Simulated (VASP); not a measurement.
# Mg3H2 (Pm-3m) in VASP: notebook

The runs below take Mg3H2 through single point, relaxation of cell and atoms, with PBE.

All numbers are computed with VASP 6.6.1; they aren't measurements. Logs are shortened: lines on timing, memory, paths and dates and some standing lists are left out, and cuts for length are marked.

## Step 1: The cell of the first run

It takes space group Pm-3m (No. 221, cubic). The conventional cell has a = 4.353 Å, b = 4.353 Å, c = 4.353 Å, α = 90.00°, β = 90.00°, γ = 90.00°. Mg (site symmetry 4/mmm) is surrounded by 2 H at 2.18 Å. Around H (site symmetry m-3m) lie 12 Mg at 3.08 Å. Around H (site symmetry m-3m) lie 6 Mg at 2.18 Å.

The cell was built by a generator and needn't be a form met in nature.

## Step 2: Single point, PBE (species swapped into the Tl2F3 type (Pm-3m, No. 221))

Contents of INCAR:

```
PREC = Accurate
ENCUT = 520
EDIFF = 1E-6
ISMEAR = 0
SIGMA = 0.1
LREAL = False
LASPH = True
NELM = 80
ALGO = Fast
ISIF = 2
LWAVE = False
LCHARG = False
GGA = PE
NBANDS = 12
```

Contents of KPOINTS:

```
Automatic mesh
0
Gamma
  4 4 4
```

Contents of POSCAR:

```
Mg3H2
1.0
    4.3525204766      0.0000000000      0.0000000000
    0.0000000000      4.3525204766      0.0000000000
    0.0000000000      0.0000000000      4.3525204766
Mg H
3 2
Direct
    0.5000000000      0.0000000000      0.0000000000
    0.0000000000      0.5000000000      0.0000000000
    0.0000000000      0.0000000000      0.5000000000
    0.5000000000      0.5000000000      0.5000000000
    0.0000000000      0.0000000000      0.0000000000
```

Potentials or basis: VASP PAW PBE potentials, release 64 (Mg, H).

Run with:

```sh
$ cat potpaw_PBE.64/Mg/POTCAR potpaw_PBE.64/H/POTCAR > POTCAR
$ mpirun -np 1 vasp_std > vasp.out
```

OUTCAR:

```text
PREC = Accurate
   ENCUT = 520
   EDIFF = 1E-6
   ISMEAR = 0
   LREAL = False
   LASPH = True
   NELM = 80
   ISIF = 2
   GGA = PE

 ion  position               nearest neighbor table
   1  0.500  0.000  0.000-   5 2.18   5 2.18   2 3.08   3 3.08   2 3.08   2 3.08   3 3.08   3 3.08
                             3 3.08   2 3.08
   2  0.000  0.500  0.000-   5 2.18   5 2.18   1 3.08   3 3.08   1 3.08   3 3.08   3 3.08   3 3.08
                             1 3.08   1 3.08
   3  0.000  0.000  0.500-   5 2.18   5 2.18   1 3.08   1 3.08   2 3.08   2 3.08   2 3.08   2 3.08
                             1 3.08   1 3.08
   4  0.500  0.500  0.500-
   5  0.000  0.000  0.000-   1 2.18   2 2.18   3 2.18   3 2.18   2 2.18   1 2.18

  LATTYP: Found a simple cubic cell.
 ALAT       =     4.3525204766

  Lattice vectors:

 A1 = (   4.3525204766,   0.0000000000,   0.0000000000)
 A2 = (   0.0000000000,   4.3525204766,   0.0000000000)
 A3 = (   0.0000000000,   0.0000000000,   4.3525204766)

Analysis of symmetry for initial positions (statically):
=====================================================================
 Subroutine PRICEL returns:
 Original cell was already a primitive cell.

 Routine SETGRP: Setting up the symmetry group for a
 simple cubic supercell.

 Subroutine GETGRP returns: Found 48 space group operations
 (whereof 48 operations were pure point group operations)
 out of a pool of 48 trial point group operations.

The static configuration has the point symmetry O_h .

Analysis of symmetry for dynamics (positions and initial velocities):
=====================================================================
 Subroutine PRICEL returns:
 Original cell was already a primitive cell.

 Routine SETGRP: Setting up the symmetry group for a
 simple cubic supercell.

 Subroutine GETGRP returns: Found 48 space group operations
 (whereof 48 operations were pure point group operations)
 out of a pool of 48 trial point group operations.

The dynamic configuration has the point symmetry O_h .

 Subroutine INISYM returns: Found 48 space group operations
 (whereof 48 operations are pure point group operations),
 and found     1 'primitive' translations

----------------------------------------------------------------------------------------

                                     Primitive cell

  volume of cell :      82.4560

  direct lattice vectors                    reciprocal lattice vectors
     4.352520477  0.000000000  0.000000000     0.229751935  0.000000000  0.000000000
     0.000000000  4.352520477  0.000000000     0.000000000  0.229751935  0.000000000
     0.000000000  0.000000000  4.352520477     0.000000000  0.000000000  0.229751935

  length of vectors
     4.352520477  4.352520477  4.352520477     0.229751935  0.229751935  0.229751935

  position of ions in fractional coordinates (direct lattice)
     0.500000000  0.000000000  0.000000000
     0.000000000  0.500000000  0.000000000
     0.000000000  0.000000000  0.500000000
     0.500000000  0.500000000  0.500000000
     0.000000000  0.000000000  0.000000000

  ion indices of the primitive-cell ions
   primitive index   ion index
                 1           1
                 2           2
                 3           3
                 4           4
                 5           5

----------------------------------------------------------------------------------------

 KPOINTS: Automatic mesh

Automatic generation of k-mesh.
 Grid dimensions read from file:
 generate k-points for:    4    4    4

 Generating k-lattice:

  Cartesian coordinates                     Fractional coordinates (reciprocal lattice)
     0.057437984  0.000000000  0.000000000     0.250000000  0.000000000  0.000000000
     0.000000000  0.057437984  0.000000000     0.000000000  0.250000000  0.000000000
     0.000000000  0.000000000  0.057437984     0.000000000  0.000000000  0.250000000

  Length of vectors
     0.057437984  0.057437984  0.057437984

  Shift w.r.t. Gamma in fractional coordinates (k-lattice)
     0.000000000  0.000000000  0.000000000

 Subroutine IBZKPT returns following result:
 ===========================================

 Found     10 irreducible k-points:

 Following reciprocal coordinates:
            Coordinates               Weight
  0.000000  0.000000  0.000000      1.000000
  0.250000  0.000000  0.000000      6.000000
  0.500000  0.000000  0.000000      3.000000
  0.250000  0.250000  0.000000     12.000000
  0.500000  0.250000  0.000000     12.000000
  0.500000  0.500000  0.000000      3.000000
  0.250000  0.250000  0.250000      8.000000
  0.500000  0.250000  0.250000     12.000000
  0.500000  0.500000  0.250000      6.000000
  0.500000  0.500000  0.500000      1.000000
   k-points           NKPTS =     10   k-points in BZ     NKDIM =     10   number of bands    NBANDS=     12
   number of dos      NEDOS =    301   number of ions     NIONS =      5
   total plane-waves  NPLWV =  32768
   dimension x,y,z NGX =    32 NGY =   32 NGZ =   32
   dimension x,y,z NGXF=    64 NGYF=   64 NGZF=   64
   ions per type =               3   2
   NGX,Y,Z   is equivalent  to a cutoff of  12.22, 12.22, 12.22 a.u.
   NGXF,Y,Z  is equivalent  to a cutoff of  24.45, 24.45, 24.45 a.u.
 SYSTEM =  unknown system
   PREC   = accura    normal or accurate (medium, high low for compatibility)
   ISTART =      0    job   : 0-new  1-cont  2-samecut
   ICHARG =      2    charge: 1-file 2-atom 10-const
   ISPIN  =      1    spin polarized calculation?
   LNONCOLLINEAR =      F non collinear calculations
   LSORBIT =      F    spin-orbit coupling
   LASPH  =      T    aspherical Exc in radial PAW
   ENCUT  =  520.0 eV  38.22 Ry    6.18 a.u.   8.09  8.09  8.09*2*pi/ulx,y,z
   NELM   =     80;   NELMIN=  2; NELMDL= -5     # of ELM steps
   EDIFF  = 0.1E-05   stopping-criterion for ELM
   LREAL  =      F    real-space projection
   EDIFFG = 0.1E-04   stopping-criterion for IOM
   NSW    =      0    number of steps for IOM
   IBRION =     -1    ionic relax: 0-MD 1-quasi-New 2-CG
   NFREE  =      0    steps in history (QN), initial steepest desc. (CG)
   ISIF   =      2    stress and relaxation
   ISYM   =      2    0-nonsym 1-usesym 2-fastsym
   POTIM  = 0.5000    time-step for ionic-motion
   TEBEG  =    0.0;   TEEND  =   0.0 temperature during run
   PSTRESS=    0.0 pullay stress
   NELECT =       8.0000    total number of electrons
   NUPDOWN=      -1.0000    fix difference up-down
   EMIN   =  10.00;   EMAX   =-10.00  energy-range for DOS
   EFERMI =   0.00;   METHOD = LEGACY
   ISMEAR =     0;   SIGMA  =   0.10  broadening in eV -4-tet -1-fermi 0-gaus
   EFERMI_NEDOS =   21; number of points for ismear=-14 and -15
   IALGO  =     68    algorithm
   IMIX   =      4    mixing-type and parameters
     AMIX     =   0.40;   BMIX     =  1.00
     AMIX_MAG =   1.60;   BMIX_MAG =  1.00
  volume/ion in A,a.u.               =      16.49       111.29
  Fermi-wavevector in a.u.,A,eV,Ry     =   0.752253  1.421552  7.699330  0.565885
  Thomas-Fermi vector in A             =   1.849421
   LORBIT       =      0    0 simple, 1 ext, 2 COOP (PROOUT), +10 PAW based schemes
   GGA     = PE    functional components
   LHFCALC =     F    Hartree Fock is set to
   AEXX    =    0.0000 exact exchange contribution
   IVDW    =     0    specifies the selected vdW correction
   LEPSILON=     F    determine dielectric tensor
   LRPA    =     F    only Hartree local field effects (RPA)
 non-spin polarized calculation
 RMM-DIIS sequential band-by-band and
 Gauss-broadening in eV      SIGMA  =   0.10
  energy-cutoff  :      520.00
  volume of cell :       82.46
 maximum number of plane-waves:      2272
   NGX = 17   NGY = 17   NGZ = 17

 number of electron       7.9999997 magnetization

 Free energy of the ion-electron system (eV)
  ---------------------------------------------------
  ext. energy  EPLUGINS =         0.00000000
  ---------------------------------------------------
  free energy    TOTEN  =        -8.81234360 eV

  energy without entropy =       -8.80032800  energy(sigma->0) =       -8.80633580

 E-fermi :   2.1139     XC(G=0):  -8.3397

 val. band max:        2.0893714681   @ k =   0.5000   0.5000   0.2500
 cond. band min:       2.1315300865   @ k =   0.2500   0.2500   0.2500
 fundamental gap:      0.0421586184
 Fermi energy:         2.1139321927

 k-point     1 :       0.0000    0.0000    0.0000
  band No.  band energies     occupation
      1      -6.1518      2.00000
      2      -1.3385      2.00000
      3       2.4979      0.00000
      4       2.4979      0.00000
      5       2.4979      0.00000
      6       3.9509      0.00000
      7       3.9509      0.00000
      8       4.5747      0.00000
      9       9.4400      0.00000
     10       9.4400      0.00000
     11       9.4400      0.00000
     12      10.5868      0.00000

 k-point     2 :       0.2500    0.0000    0.0000
  band No.  band energies     occupation
      1      -5.7966      2.00000
      2      -2.0019      2.00000
      3       1.4630      2.00000
      4       2.9013      0.00000
      5       2.9013      0.00000
      6       3.7153      0.00000
      7       4.4234      0.00000
      8       6.7773      0.00000
      9       6.7773      0.00000
     10       6.8581      0.00000
     11       8.3035      0.00000
     12       9.8370      0.00000

 k-point     3 :       0.5000    0.0000    0.0000
  band No.  band energies     occupation
      1      -5.2556      2.00000
      2      -2.9618      2.00000
      3       1.8077      1.99999
      4       2.5708      0.00000
      5       3.6781      0.00000
      6       3.6781      0.00000
      7       5.1062      0.00000
      8       5.1062      0.00000
      9       5.4203      0.00000
     10       6.4977      0.00000
     11      10.1469      0.00000
     12      10.4930      0.00000

 k-point     4 :       0.2500    0.2500    0.0000
  band No.  band energies     occupation
      1      -5.4660      2.00000
      2      -2.0334      2.00000
      3       0.3214      2.00000
      4       2.5477      0.00000
      5       3.0737      0.00000
      6       3.3019      0.00000
      7       5.5691      0.00000
      8       6.9629      0.00000
      9       7.1753      0.00000
     10       7.1910      0.00000
     11       7.2606      0.00000
     12       9.3454      0.00000

 k-point     5 :       0.5000    0.2500    0.0000
  band No.  band energies     occupation
      1      -4.9897      2.00000
      2      -2.5171      2.00000
      3       0.4143      2.00000
      4       1.0916      2.00000
      5       4.0664      0.00000
      6       4.1474      0.00000
      7       4.3015      0.00000
      8       5.5266      0.00000
      9       7.8555      0.00000
     10       7.9266      0.00000
     11       8.5669      0.00000
     12       8.8691      0.00000

 k-point     6 :       0.5000    0.5000    0.0000
  band No.  band energies     occupation
      1      -4.6511      2.00000
      2      -1.5485      2.00000
      3      -0.6262      2.00000
      4      -0.6262      2.00000
      5       4.5980      0.00000
      6       4.6965      0.00000
      7       4.7901      0.00000
      8       6.3249      0.00000
      9       6.3249      0.00000
     10       7.4921      0.00000
     11       7.4921      0.00000
     12       7.8756      0.00000

 k-point     7 :       0.2500    0.2500    0.2500
  band No.  band energies     occupation
      1      -5.1607      2.00000
      2      -1.9194      2.00000
      3       0.7868      2.00000
      4       0.7868      2.00000
      5       2.1315      0.80346
      6       4.5204      0.00000
      7       4.5204      0.00000
      8       5.6164      0.00000
      9       7.3484      0.00000
     10       8.3894      0.00000
     11       8.3894      0.00000
     12       9.6759      0.00000

 k-point     8 :       0.5000    0.2500    0.2500
  band No.  band energies     occupation
      1      -4.7431      2.00000
      2      -2.0854      2.00000
      3       0.4272      2.00000
      4       1.0469      2.00000
      5       1.9145      1.99520
      6       2.5238      0.00000
      7       5.2330      0.00000
      8       5.2460      0.00000
      9       6.9616      0.00000
     10       9.0628      0.00000
     11       9.7492      0.00000
     12       9.7848      0.00000

 k-point     9 :       0.5000    0.5000    0.2500
  band No.  band energies     occupation
      1      -4.4376      2.00000
      2      -1.1937      2.00000
      3      -0.1538      2.00000
      4      -0.1538      2.00000
      5       2.0894      1.27166
      6       2.9330      0.00000
      7       3.6595      0.00000
      8       3.6595      0.00000
      9       8.1043      0.00000
     10       9.7934      0.00000
     11      10.8923      0.00000
     12      10.8923      0.00000

 k-point    10 :       0.5000    0.5000    0.5000
  band No.  band energies     occupation
      1      -4.1840      2.00000
      2      -0.6298      2.00000
      3       0.9920      2.00000
      4       0.9920      2.00000
      5       0.9920      2.00000
      6       1.6121      2.00000
      7       1.6121      2.00000
      8       1.6121      2.00000
      9      10.2450      0.00000
     10      11.0539      0.00000
     11      13.9347      0.00000
     12      13.9348      0.00000

------------------------ aborting loop because EDIFF is reached ----------------------------------------

  FORCE on cell =-STRESS in cart. coord.  units (eV):
  Direction    XX          YY          ZZ          XY          YZ          ZX
  --------------------------------------------------------------------------------------
  -------------------------------------------------------------------------------------
  Total       -0.0241202     -0.0241202     -0.0241202      0.0000000      0.0000000     -0.0000000
  in kB       -0.4686728     -0.4686728     -0.4686728      0.0000000      0.0000000     -0.0000000
  external PRESSURE =      -0.4686728 kB  Pullay stress =       0.0000000 kB

 VOLUME and BASIS-vectors are now :
 -----------------------------------------------------------------------------
  energy-cutoff  :      520.00
  volume of cell :       82.46
      direct lattice vectors                 reciprocal lattice vectors
     4.352520477  0.000000000  0.000000000     0.229751935  0.000000000  0.000000000
     0.000000000  4.352520477  0.000000000     0.000000000  0.229751935  0.000000000
     0.000000000  0.000000000  4.352520477     0.000000000  0.000000000  0.229751935

 POSITION                                       TOTAL-FORCE (eV/Angst)
 -----------------------------------------------------------------------------------
      2.17626      0.00000      0.00000         0.000000      0.000000      0.000000
      0.00000      2.17626      0.00000         0.000000      0.000000      0.000000
      0.00000      0.00000      2.17626         0.000000      0.000000      0.000000
      2.17626      2.17626      2.17626         0.000000      0.000000      0.000000
      0.00000      0.00000      0.00000         0.000000      0.000000      0.000000
 -----------------------------------------------------------------------------------
    total drift:                                0.000000      0.000000     -0.000000

  FREE ENERGIE OF THE ION-ELECTRON SYSTEM (eV)
  ---------------------------------------------------
  free  energy   TOTEN  =        -8.8123435982 eV

  energy  without entropy=       -8.8003280040  energy(sigma->0) =       -8.80633580
```

Run time: 13 s. Hardware: 1 thread of Intel Xeon Platinum 8175M at 2.50GHz (Skylake/Cascade Lake), shared host; peak memory 0.17 GiB.

Results:

| Property | Result |
| --- | --- |
| Free energy | -8.8123 eV |
| Pressure | 0.0 GPa |
| Band gap on the k mesh | none (metal or under the smearing width) |

Levels at points of the mesh, in eV from the Fermi level:
```tsv
k point	band 1	band 2	band 3	band 4	band 5	band 6	band 7	band 8
(0.00, 0.00, 0.00)	-8.27	-3.45	0.38	0.38	0.38	1.84	1.84	2.46
(0.50, 0.00, 0.00)	-7.37	-5.08	-0.31	0.46	1.56	1.56	2.99	2.99
(0.50, 0.50, 0.00)	-6.77	-3.66	-2.74	-2.74	2.48	2.58	2.68	4.21
(0.50, 0.50, 0.50)	-6.30	-2.74	-1.12	-1.12	-1.12	-0.50	-0.50	-0.50
```

Caveat: the k mesh is coarse (spacing up to 0.36 Å⁻¹), so the values aren't converged.

## Step 3: Relaxation of cell and atoms, PBE (species swapped into the Tl2F3 type (Pm-3m, No. 221))

Contents of INCAR:

```
  PREC = Accurate
  ENCUT = 600
  EDIFF = 1E-6
  ISMEAR = 0
  SIGMA = 0.1
  LREAL = False
  LASPH = True
  NELM = 100
  ALGO = Normal
  ISIF = 3
  LWAVE = False
  LCHARG = False
  GGA = PE
  IBRION = 2
  NSW = 90
  EDIFFG = -0.04
```

KPOINTS is that of step 2.

POSCAR: that of step 2 with these lines changed.

```diff
@@ -2,5 +2,5 @@
 1.0
-    4.3525204766      0.0000000000      0.0000000000
-    0.0000000000      4.3525204766      0.0000000000
-    0.0000000000      0.0000000000      4.3525204766
+    4.0562464400      0.0000000000      0.0000000000
+    0.0000000000      4.0562464400      0.0000000000
+    0.0000000000      0.0000000000      4.0562464400
 Mg H
```

Potentials or basis: VASP PAW PBE potentials, release 64 (Mg, H).

Run with:

```sh
$ cat potpaw_PBE.64/Mg/POTCAR potpaw_PBE.64/H/POTCAR > POTCAR
$ mpirun -np 1 vasp_std > vasp.out
```

Run time: 34 s. Hardware: 1 thread of Intel Xeon Platinum 8175M at 2.50GHz (Skylake/Cascade Lake), shared host; peak memory 0.17 GiB.

Results (log left out):

| Property | Result |
| --- | --- |
| Free energy | -8.8103 eV |
| Relaxed volume | 16.53 Å³/atom |
| Relaxed cell | a = 4.356 Å, b = 4.356 Å, c = 4.356 Å, α = 90.00°, β = 90.00°, γ = 90.00° |
| Space group after relaxing (to 0.05 Å) | Pm-3m (No. 221) |
| Energy gained by relaxing | 86.5 meV/atom |
| Ionic steps | 4 |
| Pressure after relaxing | -0.1 GPa |

Step by step:
| step | energy change (eV) | largest force (eV/Å) | pressure (GPa) | volume (Å³) |
| --- | --- | --- | --- | --- |
| 1 | 0.0000 | 0.0000 | 10.43 | 66.74 |
| 2 | -0.3636 | 0.0000 | 3.46 | 75.49 |
| 3 | -0.4195 | 0.0000 | -1.23 | 85.68 |
| 4 | -0.4326 | 0.0000 | -0.12 | 82.65 |

Final structure:
```xyz
5
Lattice="4.3560 0.0000 0.0000 0.0000 4.3560 0.0000 0.0000 0.0000 4.3560" Properties=species:S:1:pos:R:3 pbc="T T T"
Mg    2.1780    0.0000    0.0000
Mg    0.0000    2.1780    0.0000
Mg    0.0000    0.0000    2.1780
H     2.1780    2.1780    2.1780
H     0.0000    0.0000    0.0000
```

Levels at points of the mesh, in eV from the Fermi level:
| k point | band 1 | band 2 | band 3 | band 4 | band 5 | band 6 | band 7 | band 8 |
| --- | --- | --- | --- | --- | --- | --- | --- | --- |
| (0.00, 0.00, 0.00) | -8.25 | -3.44 | 0.39 | 0.39 | 0.39 | 1.83 | 1.83 | 2.45 |
| (0.50, 0.00, 0.00) | -7.36 | -5.06 | -0.30 | 0.45 | 1.56 | 1.56 | 2.99 | 2.99 |
| (0.50, 0.50, 0.00) | -6.75 | -3.65 | -2.73 | -2.73 | 2.48 | 2.58 | 2.68 | 4.21 |
| (0.50, 0.50, 0.50) | -6.29 | -2.74 | -1.12 | -1.12 | -1.12 | -0.50 | -0.50 | -0.50 |

Caveat: the k mesh is coarse (spacing up to 0.39 Å⁻¹), so the values aren't converged; the volume moved by over 15 % at a fixed basis, so the end points are rough; the bands computed are all filled at some k points, so no gap is given.
